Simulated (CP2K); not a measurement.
Runs of CP2K 2026.2 on MgS. Symmetry: F-43m, No. 216, cubic system. Conventional cell: a = 5.666 Å, b = 5.666 Å, c = 5.666 Å, α = 90.00°, β = 90.00°, γ = 90.00°. S (site symmetry -43m) has 4 Mg at 2.45 Å as nearest neighbours. Mg (site symmetry -43m) has 4 S at 2.45 Å as nearest neighbours. The cell comes from a database or a generator and needn't be the stable form of this composition.

```csv
potentials or basis,quickstep method,MIXING ALPHA,ADDED_MOS,CUTOFF of the grids,gap on the mesh (eV),pressure (GPa)
"POTENTIAL_UZH S GTH-PBE-q6, Mg GTH-PBE-q10; DZVP-MOLOPT-PBE-GTH basis",GPW,0.4,[10],1400 Ry,3.27,2.5
"POTENTIAL_UZH S GTH-PBE-q6, Mg GTH-PBE-q10; TZV2P-MOLOPT-PBE-GTH basis",GPW,0.4,[10],1400 Ry,(a),1.0
"GTH_POTENTIALS S GTH-PBE-q6, Mg GTH-PBE-q10; SZV-MOLOPT-SR-GTH basis",GPW,0.4,[1],1400 Ry,0.75,0.1
all electrons (GAPW); pob-TZVP-rev2 basis,GAPW,0.2,[10],500 Ry,(c),0.8
all electrons (GAPW); pob-DZVP-rev2 basis,GAPW,0.2,[10],500 Ry,(b),0.5
```

Alike in all rows: task single point; level PBE; no spin polarisation; cell as given; k mesh 8 × 8 × 8; smearing fermi-dirac 0.05 eV.

Problem. Estimate the missing entries.

Solution. (a) 3.41; (b) 4.57; (c) 5.04.

Caveats: the basis of atomic orbitals isn't converged, which shifts pressures, moduli and gaps; a minimal basis gives rough bond lengths, pressures and levels (some runs).

A k mesh can miss the band edges.

The runs don't all hold the same shells in valence.
